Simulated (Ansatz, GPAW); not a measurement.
# 1,4-phenylene between two Pt chains: relaxation, then transmission at several levels

How well does 1,4-phenylene between two Pt chains conduct once its atoms have relaxed, and how much do cheaper levels lose?

Program: GPAW 26.7.0 and Ansatz 0.2.0. Level of theory: Ansatz plane waves; relaxation of the junction with the lead ends held; PAW set soft_1, in the first sound run; inputs show where later runs differ. Results are calculated unless marked as measured.

Most raw output is cut from this account.

### Step 1. Starting point

The cell holds 26 atoms: 16 Pt, 6 C and 4 H. Its edges and angles: a = 10.798 Å, b = 9.000 Å, c = 42.910 Å, α = 90.0°, β = 90.0°, γ = 90.0°. Regions: left lead, 8 atoms (8 Pt); channel, 10 atoms (6 C and 4 H); right lead, 8 atoms (8 Pt). Vacuum lies along a and b. The structure is stacked along c, and the current runs across the ab planes.

### Step 2. Relaxation

Transmission follows bond lengths closely, so the atoms between the held lead ends are relaxed first, from a slightly shaken start that lets symmetry break.

Input file input.yaml:

```yaml
crystal:
  lattice:
    - [10.798181021, 0.0, 0.0]
    - [0.0, 9.0, 0.0]
    - [0.0, 0.0, 42.9096518313]
  atoms:
    - { symbol: Pt, position: [0.5, 0.5, 0.0279657361] }
    - { symbol: Pt, position: [0.5, 0.5, 0.0838972084] }
    - { symbol: Pt, position: [0.5, 0.5, 0.1398286806] }
    - { symbol: Pt, position: [0.5, 0.5, 0.1957601528] }
    - { symbol: Pt, position: [0.5, 0.5, 0.2516916251] }
    - { symbol: Pt, position: [0.5, 0.5, 0.3076230973] }
    - { symbol: Pt, position: [0.4946516978, 0.4899373492, 0.3643617048] }
    - { symbol: Pt, position: [0.5043417921, 0.5044317246, 0.419185695] }
[... 14 atom lines left out ...]
    - { symbol: Pt, position: [0.5, 0.5, 0.8042398472] }
    - { symbol: Pt, position: [0.5, 0.5, 0.8601713194] }
    - { symbol: Pt, position: [0.5, 0.5, 0.9161027916] }
    - { symbol: Pt, position: [0.5, 0.5, 0.9720342639] }
kpoints:
  mp_grid: { grid: [1, 1, 2] }
hamiltonian:
  xc: pbe
  pseudopotentials: { kind: paw, azcp: { folder: soft_1 } }
scf:
  occupations: { method: fermi_dirac, width: 0.1 }
relax:
  f_tol: 0.03
  max_steps: 80
  constraints: [{ sites: [0, 1, 2, 3, 4, 5, 20, 21, 22, 23, 24, 25] }]
```

Started as:

```bash
$ ansatz run input.yaml --threads 4 --pin off --max-ram 8192MiB --backend cpu --events-out ev --progress --plain --runs-dir out
```

The job ended after 6.9 min (4 threads of Arm Neoverse V1, shared host; peak memory 6.5 GiB; 27 min of CPU time).

Relaxation path:

| step | energy less that of the first step (eV) | largest force component (eV/Å) |
| --- | --- | --- |
| 1 | 0.0000 | 4.8554 |
| 2 | -0.8233 | 2.0389 |
| 3 | -1.1155 | 0.6579 |
| 4 | -1.3202 | 0.6091 |
| 5 | -1.3843 | 0.3847 |
| 6 | -1.3796 | 0.4834 |
| 7 | -1.4283 | 0.1560 |
| 8 | -1.4337 | 0.0739 |
| 9 | -1.4381 | 0.0848 |
| 10 | -1.4432 | 0.1715 |
| 11 | -1.4472 | 0.1401 |
| 12 | -1.4502 | 0.0595 |
| 13 | -1.4526 | 0.0739 |
| 14 | -1.4538 | 0.0565 |
| 15 | -1.4543 | 0.0196 |
| 16 | -1.4543 | 0.0196 |

Relaxation step 6 was tried and not accepted.

The atoms that moved most (Å):

| atom | dx | dy | dz | length |
| --- | --- | --- | --- | --- |
| Pt20 | -0.513 | -0.034 | -0.020 | 0.515 |
| Pt7 | -0.445 | 0.068 | 0.011 | 0.451 |
| Pt19 | 0.301 | -0.023 | -0.117 | 0.323 |
| Pt8 | 0.304 | -0.054 | 0.032 | 0.310 |
| H11 | -0.068 | -0.086 | 0.056 | 0.123 |
| H17 | -0.090 | -0.070 | 0.006 | 0.114 |
| C9 | -0.011 | -0.006 | -0.114 | 0.114 |
| H16 | 0.076 | -0.025 | -0.038 | 0.089 |

The relaxed structure:

```cif
data_structure
_symmetry_space_group_name_H-M 'P 1'
_symmetry_Int_Tables_number 1
_cell_length_a 10.7982
_cell_length_b 9.0000
_cell_length_c 42.9097
_cell_angle_alpha 90.000
_cell_angle_beta 90.000
_cell_angle_gamma 90.000
_cell_volume 4170.12
loop_
_atom_site_label
_atom_site_type_symbol
_atom_site_fract_x
_atom_site_fract_y
_atom_site_fract_z
_atom_site_occupancy
Pt1 Pt 0.50000 0.50000 0.02797 1
Pt2 Pt 0.50000 0.50000 0.08390 1
Pt3 Pt 0.50000 0.50000 0.13983 1
Pt4 Pt 0.50000 0.50000 0.19576 1
Pt5 Pt 0.50000 0.50000 0.25169 1
Pt6 Pt 0.50000 0.50000 0.30762 1
Pt7 Pt 0.45342 0.49754 0.36462 1
Pt8 Pt 0.53250 0.49845 0.41992 1
C9 C 0.49882 0.49831 0.46580 1
H10 H 0.70068 0.50504 0.47203 1
H11 H 0.29849 0.49170 0.47163 1
C12 C 0.61055 0.50196 0.48360 1
C13 C 0.38758 0.49465 0.48359 1
C14 C 0.61045 0.50164 0.51634 1
C15 C 0.38743 0.49441 0.51629 1
H16 H 0.70038 0.50433 0.52800 1
H17 H 0.29834 0.49139 0.52824 1
C18 C 0.49863 0.49793 0.53409 1
Pt19 Pt 0.53242 0.50044 0.57996 1
Pt20 Pt 0.45353 0.49734 0.63534 1
Pt21 Pt 0.50000 0.50000 0.69238 1
Pt22 Pt 0.50000 0.50000 0.74831 1
Pt23 Pt 0.50000 0.50000 0.80424 1
Pt24 Pt 0.50000 0.50000 0.86017 1
Pt25 Pt 0.50000 0.50000 0.91610 1
Pt26 Pt 0.50000 0.50000 0.97203 1
```

Numbers from this step:

* free energy: -201921.3263 eV
* smearing term TS: 1.100 eV
* symmetry operations: 1

The relaxation lowered the energy of the cell by 1.45 eV.

### Step 3. Plane waves, PBE

Plane waves give the reference curve, free of the bias of atom-centred orbitals.

This step: Ansatz plane waves; Landauer transmission by layers, zero bias; PAW set soft_1 (Ansatz 0.2.0).

Input file input.yaml:

```yaml
crystal:
  lattice:
    - [10.798181021, 0.0, 0.0]
    - [0.0, 9.0, 0.0]
    - [0.0, 0.0, 42.9096518313]
  atoms:
    - { symbol: Pt, position: [0.5, 0.5, 0.0279657361] }
    - { symbol: Pt, position: [0.5, 0.5, 0.0838972084] }
    - { symbol: Pt, position: [0.5, 0.5, 0.1398286806] }
    - { symbol: Pt, position: [0.5, 0.5, 0.1957601528] }
    - { symbol: Pt, position: [0.5, 0.5, 0.2516916251] }
    - { symbol: Pt, position: [0.5, 0.5, 0.3076230973] }
    - { symbol: Pt, position: [0.4534205374, 0.4975440072, 0.364619779] }
    - { symbol: Pt, position: [0.5324969586, 0.4984495707, 0.4199224597] }
[... 14 atom lines left out ...]
    - { symbol: Pt, position: [0.5, 0.5, 0.8042398472] }
    - { symbol: Pt, position: [0.5, 0.5, 0.8601713194] }
    - { symbol: Pt, position: [0.5, 0.5, 0.9161027916] }
    - { symbol: Pt, position: [0.5, 0.5, 0.9720342639] }
kpoints:
  mp_grid: { grid: [1, 1, 2] }
hamiltonian:
  xc: pbe
  pseudopotentials: { kind: paw, azcp: { folder: soft_1 } }
scf:
  occupations: { method: fermi_dirac, width: 0.1 }
output:
  transmission:
    leads: [[0, 1]]
    e_range: [-2, 2]
    de: 0.025
    kmesh: [1, 1]
    reduced_basis: true
  write_potential: true
  write_density: true
  volumetric_format: npy
  elf: true
```

Wall time 5.7 min (4 threads); peak memory 6.8 GiB.

Numbers from this step:

```
free energy                                             : -201921.3264 eV
lead level                                              : 0 eV from the Fermi level
transmission at the Fermi level (one spin)              : 1.195
open channels of the lead at the Fermi level (one spin) : 4
step of the potential along the lead                    : 7.5 meV
offset of the lead                                      : 0 Å
filling of the lead less its bulk value, in size        : 2.2 meV
conductance                                             : 1.176 G₀
```

One spin. The transmission, zone mean by energy, zero at the Fermi level:

| energy (eV) | transmission, zone mean |
| --- | --- |
| -2.000 | 1.06 |
| -1.900 | 1.08 |
| -1.800 | 1.09 |
| -1.700 | 1.11 |
| -1.600 | 1.15 |
| -1.500 | 1.17 |
| -1.450 | 1.20 |
| -1.400 | 1.07 |
| -1.300 | 1.18 |
| -1.200 | 1.22 |
| -1.100 | 1.26 |
| -1.000 | 1.29 |
| -0.975 | 1.29 |
| -0.900 | 1.21 |
| -0.800 | 1.08 |
| -0.700 | 1.27 |
| -0.600 | 1.27 |
| -0.500 | 0.946 |
| -0.400 | 1.04 |
| -0.300 | 0.808 |
| -0.200 | 0.923 |
| -0.100 | 1.07 |
| 0.000 | 1.19 |
| 0.025 | 1.21 |
| 0.100 | 1.15 |
| 0.200 | 0.832 |
| 0.300 | 0.492 |
| 0.400 | 0.325 |
| 0.500 | 0.235 |
| 0.600 | 0.185 |
| 0.700 | 0.149 |
| 0.800 | 0.1000 |
| 0.900 | 0.0781 |
| 1.000 | 0.0655 |
| 1.100 | 0.0563 |
| 1.200 | 0.0491 |
| 1.300 | 0.0433 |
| 1.400 | 0.0385 |
| 1.500 | 0.0345 |
| 1.600 | 0.0311 |
| 1.700 | 0.0282 |
| 1.800 | 0.0257 |
| 1.900 | 0.0235 |
| 2.000 | 0.0216 |

One spin. Open channels, zone mean against energy, zero at the Fermi level:

energy (eV), open channels, zone mean and a bar from the least value:
```
   -2.000       3.00 ############
   -1.900       3.00 ############
   -1.800       3.00 ############
   -1.700       3.00 ############
   -1.600       4.00 ##################
   -1.500       4.00 ##################
   -1.400       6.00 ##############################
   -1.300       6.00 ##############################
   -1.200       6.00 ##############################
   -1.100       6.00 ##############################
   -1.000       6.00 ##############################
   -0.900       6.00 ##############################
   -0.800       6.00 ##############################
   -0.700       6.00 ##############################
   -0.600       6.00 ##############################
   -0.500       6.00 ##############################
   -0.400       4.00 ##################
   -0.300       4.00 ##################
   -0.200       4.00 ##################
   -0.100       4.00 ##################
    0.000       4.00 ##################
    0.100       4.00 ##################
    0.200       4.00 ##################
    0.300       4.00 ##################
    0.400       3.00 ############
    0.500       3.00 ############
    0.600       3.00 ############
    0.700       3.00 ############
    0.800       1.00 
    0.900       1.00 
    1.000       1.00 
    1.100       1.00 
    1.200       1.00 
    1.300       1.00 
    1.400       1.00 
    1.500       1.00 
    1.600       1.00 
    1.700       1.00 
    1.800       1.00 
    1.900       1.00 
    2.000       1.00
```

Crystal 0, spin -, k parallel (0, 0); distinct values, listed up to 1.5 1/Å. Table of Im kz of the slowest decaying states by energy, zero at the Fermi level:

| energy (eV) | decay 1 (Å⁻¹) | decay 2 (Å⁻¹) | decay 3 (Å⁻¹) | decay 4 (Å⁻¹) |
| --- | --- | --- | --- | --- |
| -2.000 | 0.386 | 0.615 | 0.616 | 1.38 |
| -1.800 | 0.274 | 0.505 | 0.506 | 1.36 |
| -1.600 | 0.350 | 0.350 | 1.34 | 1.36 |
| -1.400 | 1.32 | 1.34 | 1.38 | 1.47 |
| -1.200 | 1.30 | 1.32 | 1.36 | 1.45 |
| -1.000 | 1.28 | 1.30 | 1.34 | 1.43 |
| -0.800 | 1.26 | 1.29 | 1.32 | 1.41 |
| -0.600 | 1.24 | 1.27 | 1.30 | 1.40 |
| -0.400 | 0.0857 | 0.0858 | 1.22 | 1.25 |
| -0.200 | 0.347 | 1.20 | 1.22 | 1.26 |
| 0.000 | 0.468 | 0.468 | 1.18 | 1.20 |
| 0.200 | 0.553 | 1.16 | 1.18 | 1.21 |
| 0.400 | 0.140 | 0.619 | 0.619 | 1.14 |
| 0.600 | 0.241 | 0.673 | 0.673 | 1.11 |
| 0.800 | 0.0267 | 0.0271 | 0.308 | 0.718 |
| 1.000 | 0.116 | 0.116 | 0.359 | 0.757 |
| 1.200 | 0.157 | 0.157 | 0.402 | 0.790 |
| 1.400 | 0.184 | 0.184 | 0.438 | 0.820 |
| 1.600 | 0.203 | 0.203 | 0.469 | 0.847 |
| 1.800 | 0.216 | 0.216 | 0.496 | 0.870 |
| 2.000 | 0.224 | 0.224 | 0.519 | 0.891 |

Crystal 0, spin -, k parallel (0, 0). Table of Re kz of states that move upwards by energy, zero at the Fermi level:

| energy (eV) | channel 1 (Å⁻¹) | channel 2 (Å⁻¹) | channel 3 (Å⁻¹) | channel 4 (Å⁻¹) | channel 5 (Å⁻¹) | channel 6 (Å⁻¹) |
| --- | --- | --- | --- | --- | --- | --- |
| -2.000 | -0.640 | -0.640 | 0.728 | - | - | - |
| -1.800 | -0.600 | -0.600 | 0.748 | - | - | - |
| -1.600 | -0.561 | -0.561 | 0.0196 | 0.769 | - | - |
| -1.400 | -0.524 | -0.524 | 0.151 | 0.151 | 0.278 | 0.791 |
| -1.200 | -0.487 | -0.487 | 0.394 | 0.430 | 0.431 | 0.814 |
| -1.000 | -0.450 | -0.450 | 0.483 | 0.610 | 0.611 | 0.840 |
| -0.800 | -0.413 | -0.413 | 0.558 | 0.775 | 0.775 | 0.869 |
| -0.600 | -0.377 | -0.377 | 0.623 | 0.903 | 0.955 | 0.955 |
| -0.400 | -0.340 | -0.340 | 0.678 | 0.945 | - | - |
| -0.200 | -0.302 | -0.302 | 0.726 | 0.997 | - | - |
| 0.000 | -0.262 | -0.262 | 0.765 | 1.07 | - | - |
| 0.200 | -0.220 | -0.220 | 0.799 | 1.17 | - | - |
| 0.400 | -0.174 | -0.174 | 0.827 | - | - | - |
| 0.600 | -0.118 | -0.118 | 0.852 | - | - | - |
| 0.800 | 0.875 | - | - | - | - | - |
| 1.000 | 0.895 | - | - | - | - | - |
| 1.200 | 0.915 | - | - | - | - | - |
| 1.400 | 0.933 | - | - | - | - | - |
| 1.600 | 0.951 | - | - | - | - | - |
| 1.800 | 0.968 | - | - | - | - | - |
| 2.000 | 0.985 | - | - | - | - | - |

The electrostatic potential energy of an electron (with the applied field's), less the Fermi level, planar mean oscillates, so the rows of the table below give means over windows of 2.38 Å about each position, cut where the curve ends. Its first 14 maxima inside the range that stand out by 2 % of the span (Å: eV): 2.4: 5.79, 4.8: 5.78, 7.2: 5.77, 9.5: 5.77, 12.1: 5.75, 14.5: 5.74, 16.8: 5.59, 19.2: 5.35, 21.5: 4.90, 23.7: 5.35, 26.1: 5.59, 28.5: 5.74, 30.8: 5.75, 33.4: 5.77. Its first 14 minima: 1.2: 4.20, 3.6: 4.19, 6.0: 4.20, 8.3: 4.19, 10.9: 4.18, 13.3: 4.17, 15.6: 4.10, 18.0: 3.97, 20.4: 3.52, 22.5: 3.53, 24.9: 3.97, 27.3: 4.10, 29.6: 4.17, 32.0: 4.18.

Electrostatic potential energy of an electron (with the applied field's), less the Fermi level, planar mean against z; means over each step:

| z (Å) | electrostatic potential energy of an electron (with the applied field's), less the Fermi level, planar mean (eV) |
| --- | --- |
| 1.19 | 4.99 |
| 3.57 | 4.98 |
| 5.95 | 4.98 |
| 8.33 | 4.98 |
| 10.71 | 4.96 |
| 13.09 | 4.95 |
| 15.47 | 4.90 |
| 17.85 | 4.75 |
| 20.23 | 4.34 |
| 22.61 | 4.33 |
| 24.99 | 4.74 |
| 27.37 | 4.90 |
| 29.75 | 4.95 |
| 32.13 | 4.96 |
| 34.51 | 4.98 |
| 36.89 | 4.98 |
| 39.27 | 4.98 |
| 41.65 | 4.96 |

The valence density, planar mean oscillates, so the rows of the table below give means over windows of 2.38 Å about each position, cut where the curve ends. Its first 14 maxima inside the range that stand out by 2 % of the span (Å: e/Å³): 1.2: 0.165, 3.6: 0.164, 6.0: 0.164, 8.3: 0.163, 10.7: 0.162, 13.3: 0.163, 15.6: 0.164, 18.0: 0.165, 20.4: 0.0996, 22.5: 0.0996, 24.9: 0.165, 27.3: 0.164, 29.6: 0.163, 32.2: 0.162. Its first 14 minima: 2.4: 0.0188, 4.8: 0.0188, 7.2: 0.0189, 9.5: 0.0191, 12.1: 0.0191, 14.5: 0.0173, 16.8: 0.0180, 19.2: 0.0221, 21.5: 0.0538, 23.7: 0.0220, 26.1: 0.0179, 28.5: 0.0173, 30.8: 0.0191, 33.4: 0.0191.

The valence density, planar mean by z; means over each step:

| z (Å) | valence density, planar mean (e/Å³) |
| --- | --- |
| 1.19 | 0.0777 |
| 3.57 | 0.0776 |
| 5.95 | 0.0777 |
| 8.33 | 0.0777 |
| 10.71 | 0.0776 |
| 13.09 | 0.0776 |
| 15.47 | 0.0776 |
| 17.85 | 0.0781 |
| 20.23 | 0.0608 |
| 22.61 | 0.0617 |
| 24.99 | 0.0781 |
| 27.37 | 0.0777 |
| 29.75 | 0.0775 |
| 32.13 | 0.0776 |
| 34.51 | 0.0777 |
| 36.89 | 0.0777 |
| 39.27 | 0.0776 |
| 41.65 | 0.0797 |

Electrostatic potential energy in the ca plane at fractional y = 0.491, with atoms of Pt and C and H within 0.2 Å of it. With pseudopotentials it is smooth inside the atoms' cores, unlike the true potential.

Ten even steps from '0' (-66 eV) to '9' (2 eV), each cell a mean:
```
99999999999999999999999999999999999999999999
99999999999999999999999999999999999999999999
99999999999999999999999999999999999999999999
99999999999999999999999999999999999999999999
99999999999999999999999999999999999999999999
99999999999999999999999999999999999999999999
99999999999857999975899999999999999999999999
99999999999856788755899999999999999999999999
99999888999852155126999988899999999999999999
99986323689851144015898632379999999998778998
88973000377555687655577200038988889963125885
25873000374015899840057200038742258840002671
01687324785226888852268632478500016850003773
01699888998753366336789988898610016885447887
36899999999840044005899999999853368999899999
89999999999863466346999999999998899999999999
99999999999746899854799999999999999999999999
99999999999878999987899999999999999999999999
99999999999999999999999999999999999999999999
99999999999999999999999999999999999999999999
99999999999999999999999999999999999999999999
99999999999999999999999999999999999999999999
99999999999999999999999999999999999999999999
99999999999999999999999999999999999999999999
```
Columns run along c (16.0 Å, from fractional 0.37 to 0.74 of the cell; values clipped at the 3rd and 97th percentile), rows up along a (10.8 Å). Atoms in or near the plane, at fractional coordinates: Pt at (0.42, 0.53), C at (0.47, 0.50), H at (0.47, 0.70), H at (0.47, 0.30), C at (0.48, 0.61), C at (0.48, 0.39), C at (0.52, 0.61), C at (0.52, 0.39), H at (0.53, 0.70), H at (0.53, 0.30), C at (0.53, 0.50), Pt at (0.58, 0.53), Pt at (0.64, 0.45), Pt at (0.69, 0.50).

ELF in the ca plane at fractional y = 0.491, with atoms of Pt and C and H within 0.2 Å of it. It is the smooth field of the valence electrons, not physical close to the nuclei.

Ten even steps from '0' (0.00 × 1e-1) to '9' (9.98 × 1e-1), each cell a mean:
```
00000000000000000000000000000000000000000000
00000000000000000000000000000000000000000000
00000000000000000000000000000000000000000000
00000000000000000000013200001231000000000000
00000000000000000000168830005885000000000000
00000000000000010000289971028998100011000000
00010000000000122100399983049998200122100000
01121100000001233210179985359996101333100000
12232211111111234321037635854762012343111111
22343222223321145532136525842652124554112332
23455323333432255553467875557875435554124433
24555533355542355544741551025415735555334554
34555433455542345544754763237646734544324555
33454333455542333332458855756875323333324555
22333222355432223210036415841552012222223454
11222111233321111100168866657985000111112333
00111001122211000000599984259999400000011222
00000000111110000001799982039999600000001111
00000000000000000001699961017999500000000000
00000000000000000000377620003776200000000000
00000000000000000000022100000121000000000000
00000000000000000000000000000000000000000000
00000000000000000000000000000000000000000000
00000000000000000000000000000000000000000000
```
Columns run along c (16.0 Å, from fractional 0.28 to 0.66 of the cell), rows up along a (10.8 Å). Atoms in or near the plane, at fractional coordinates: Pt at (0.31, 0.50), Pt at (0.36, 0.45), Pt at (0.42, 0.53), C at (0.47, 0.50), H at (0.47, 0.70), H at (0.47, 0.30), C at (0.48, 0.61), C at (0.48, 0.39), C at (0.52, 0.61), C at (0.52, 0.39), H at (0.53, 0.70), H at (0.53, 0.30), C at (0.53, 0.50), Pt at (0.58, 0.53) and more.

Valence density in the ca plane at fractional y = 0.491, with atoms of Pt and C and H within 0.2 Å of it. It is the smooth field of the valence electrons, not physical close to the nuclei.

Ten steps, logarithmic in the rise over the least value, from '0' (0 e/Å³) to '9' (11 e/Å³), each cell a mean:
```
00000000000000000000000000000000000000000000
00000000000000000000000000000000000000000000
00000000000000000000000000000000000000000000
00000000000000000000000000000000000000000000
00000000000000000000000000000000000000000000
00000000000000000000001110001110000000000000
00000000000000000000024432123541000000000000
00000000000000011100125654345642001110000000
01111100000000134321124666566542113332100000
22444311111111367763235666666643246775311111
35788532334333589985456654445654458998423443
46999743578754589985566643235665568998545787
46899744799964467764456653335665446775447999
34676434799963233332245665556653223333247999
12233222577642111111124666666542111111124676
00011001233311000000125665556642000000012333
00000000011000000000025643235652000000000010
00000000000000000000013321112331000000000000
00000000000000000000000100000100000000000000
00000000000000000000000000000000000000000000
00000000000000000000000000000000000000000000
00000000000000000000000000000000000000000000
00000000000000000000000000000000000000000000
00000000000000000000000000000000000000000000
```
Columns run along c (16.0 Å, from fractional 0.28 to 0.66 of the cell), rows up along a (10.8 Å). Atoms in or near the plane, at fractional coordinates: Pt at (0.31, 0.50), Pt at (0.36, 0.45), Pt at (0.42, 0.53), C at (0.47, 0.50), H at (0.47, 0.70), H at (0.47, 0.30), C at (0.48, 0.61), C at (0.48, 0.39), C at (0.52, 0.61), C at (0.52, 0.39), H at (0.53, 0.70), H at (0.53, 0.30), C at (0.53, 0.50), Pt at (0.58, 0.53) and more.

T at the Fermi level is 1.19 of 4 open channels a spin, without spin-orbit coupling, which is large for these atoms.

(Continued in part 2 of 3.)

[Logs are printed without paths, hosts, clocks, repeated set-up lines and the standing remarks that a program may print on its own settings, such as how far it seeks lower states.]

[Hosts, paths, dates, database ids (printed as entryN), source tags and the programs' standing remarks are cut or masked in the printed files.]
